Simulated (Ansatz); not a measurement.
# Na: computed DOS

```
CELL_PARAMETERS angstrom
0.00000 3.78737 3.78737
3.78737 0.00000 3.78737
3.78737 3.78737 0.00000
ATOMIC_POSITIONS crystal
Na 0.00000 0.00000 0.00000
Na 0.25000 0.25000 0.25000
```

The cell was built from the diamond type and relaxed in the same program, and has space group Fd-3m; it needn't be a known or the stable phase.

These are results of Ansatz 0.2.0, DFT, PBE, all-electron LAPW, scalar-relativistic, not measurements.

Sampling and basis: a Γ-centred 10×10×10 k mesh, Fermi–Dirac smearing of 0.03 eV, basis error target 0.5 meV/atom, no spin polarisation.

States per eV and cell, averaged over 0.4 eV, from -2.6 to 0.8 eV, with energies (bin centres) from the Fermi level; empty bins are left out. 

```
E (eV)  total
  -2.5   0.13
  -2.1   0.48
  -1.7   0.68
  -1.3   0.85
  -0.9   1.13
  -0.5   1.00
  -0.1   0.96
   0.3   1.28
   0.7   1.25
```
